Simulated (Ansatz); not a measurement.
Li2S: S jump into a vacancy

These are results of DFT PBEsol, scalar-relativistic, plane waves, PAW in Ansatz 0.2.0, not measurements. Cutoff 420 eV, Γ-centred 4×4×4 k-points, Gaussian smearing of 0.05 eV. No spin polarisation.

The perfect supercell:

```yaml
crystal:
  lattice:
    - [0.00000, 5.65416, 5.65416]
    - [5.65416, 0.00000, 5.65416]
    - [5.65416, 5.65416, 0.00000]
  atoms:
    - { symbol: Li, position: [0.12500, 0.12500, 0.12500] }
    - { symbol: Li, position: [0.12500, 0.12500, 0.62500] }
    - { symbol: Li, position: [0.12500, 0.62500, 0.12500] }
    - { symbol: Li, position: [0.12500, 0.62500, 0.62500] }
    - { symbol: Li, position: [0.62500, 0.12500, 0.12500] }
    - { symbol: Li, position: [0.62500, 0.12500, 0.62500] }
    - { symbol: Li, position: [0.62500, 0.62500, 0.12500] }
    - { symbol: Li, position: [0.62500, 0.62500, 0.62500] }
    - { symbol: Li, position: [0.37500, 0.37500, 0.37500] }
    - { symbol: Li, position: [0.37500, 0.37500, 0.87500] }
    - { symbol: Li, position: [0.37500, 0.87500, 0.37500] }
    - { symbol: Li, position: [0.37500, 0.87500, 0.87500] }
    - { symbol: Li, position: [0.87500, 0.37500, 0.37500] }
    - { symbol: Li, position: [0.87500, 0.37500, 0.87500] }
    - { symbol: Li, position: [0.87500, 0.87500, 0.37500] }
    - { symbol: Li, position: [0.87500, 0.87500, 0.87500] }
    - { symbol: S, position: [0.00000, 0.50000, 0.50000] }
    - { symbol: S, position: [0.00000, 0.50000, 0.00000] }
    - { symbol: S, position: [0.00000, 0.00000, 0.50000] }
    - { symbol: S, position: [0.00000, 0.00000, 0.00000] }
    - { symbol: S, position: [0.50000, 0.50000, 0.50000] }
    - { symbol: S, position: [0.50000, 0.50000, 0.00000] }
    - { symbol: S, position: [0.50000, 0.00000, 0.50000] }
    - { symbol: S, position: [0.50000, 0.00000, 0.00000] }
```

Atom 17 (S) is removed, leaving a vacancy of charge +2 (uniform background), and atom 18 jumps 4.00 Å into it. The vacancy and the half-way point are each relaxed at fixed cell, keeping their symmetry. The supercell is small, and one in 8 of its S atoms is missing. It repeats after two jumps, so the jumping atom has a vacancy on both sides, which can shift the barrier from that beside a lone vacancy.

Question: How high does the half-way point lie?

Answer: 2.11 eV above the relaxed vacancy, with the jumping atom 0.00 Å off the straight line, where the cell's symmetry pins it, so a bent path, which could be lower, wasn't tried. This is the barrier if that point is a first-order saddle, which wasn't checked.

Cost: 2 runs of about 5.9 core-minutes in all, on Arm Neoverse V1 (shared hosts).